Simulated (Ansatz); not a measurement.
AlN: energy along a strain

AlN, Fm-3m, a = 4.069 Å (as given, not relaxed at this level: -4.5 GPa). This isn't the usual stable structure of the compound. Ansatz: PBEsol, PAW, 420 eV, Γ-centred 10×10×10 mesh on 2 atoms, Gaussian smearing 0.05 eV; no spin polarisation. Cell vectors (Å): 0.000 2.035 2.035; 2.035 0.000 2.035; 2.035 2.035 0.000. The cell is strained by x per cent times the pattern (0 0 1 0 0 0) in the order xx yy zz yz xz xy (engineering shears), with fractional coordinates held. y is the free energy over the start, V0 = 8.421 Å³/atom.

| x (%) | y (meV/atom) |
| --- | --- |
| -4.00 | 11.29 |
| -3.00 | 4.11 |
| -2.00 | 0.10 |
| -1.00 | -1.19 |
| 0.00 | 0.00 |
| 1.00 | 3.42 |
| 2.00 | 8.73 |
| 3.00 | 15.77 |
| 3.50 | ? |
| 4.00 | 24.29 |

**Question.** Fit y = c1 x + c2 x² + c3 x³ to the other rows, get the stiffness along the pattern, and predict the missing energy.

**Answer.** Least squares on the rows shown. y = 2.3436 x + 1.1098 x² − 0.044865 x³. The clamped-ion stiffness p·C·p = 2 × 11.10 eV × 160.2 / 8.421 Å³ = 422 GPa, which is C33 in these axes (C11 of the cubic crystal) (second derivative at the start, which stands under stress). At x = 3.50 the fit asked for gives 19.87 meV/atom. The run gave 19.85 meV/atom, so the fit is 0.02 meV/atom too high, within the rms miss on the fitted rows (0.03 meV/atom).

Cost: 10 runs of about 0.21 core-minutes in all, on Intel Xeon Platinum 8259CL (Skylake/Cascade Lake) (shared hosts).